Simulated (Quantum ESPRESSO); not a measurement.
GaP:

```
Ga P
1.0
     0.00000    2.72525    2.72525
     2.72525    0.00000    2.72525
     2.72525    2.72525    0.00000
Ga P
1 1
Direct
  0.00000 0.00000 0.00000
  0.75000 0.75000 0.75000
```

```yaml
Program: Quantum ESPRESSO 7.5
Task: single point
Functional: PBE
Potentials_or_basis: SSSP 1.3 efficiency PBE
Cutoff: 952 eV
Density_cutoff: 7619 eV
k_mesh: 8 × 8 × 8
Occupations: fermi-dirac, width 0.05 eV
Spin: no spin polarisation
```

On this cell: pressure 2.4 GPa; largest force zero by symmetry; band gap on the k mesh 1.64 eV, indirect (least direct gap 1.83 eV).

The same run follows on a disturbed copy (atoms moved at random, drawn with an rms of 0.05 Å):

```
CELL_PARAMETERS angstrom
0.00000 2.72525 2.72525
2.72525 0.00000 2.72525
2.72525 2.72525 0.00000
ATOMIC_POSITIONS crystal
Ga 0.99861 0.98428 0.01741
P 0.74762 0.74713 0.75281
```

Q: What changes?

A: The energy moves by +7.4 meV/atom; pressure 2.5 GPa; largest force 0.556 eV/Å; band gap on the k mesh 1.45 eV, indirect (least direct gap 1.68 eV).

Forces in eV/Å, atoms in the order of the input:
```
Ga  -0.091 -0.435  0.334
P    0.091  0.435 -0.334
```

Stress tensor (GPa, compression positive):
```
 2.54  1.03 -1.34
 1.03  2.46 -0.28
-1.34 -0.28  2.49
```

A k mesh can miss the band edges.
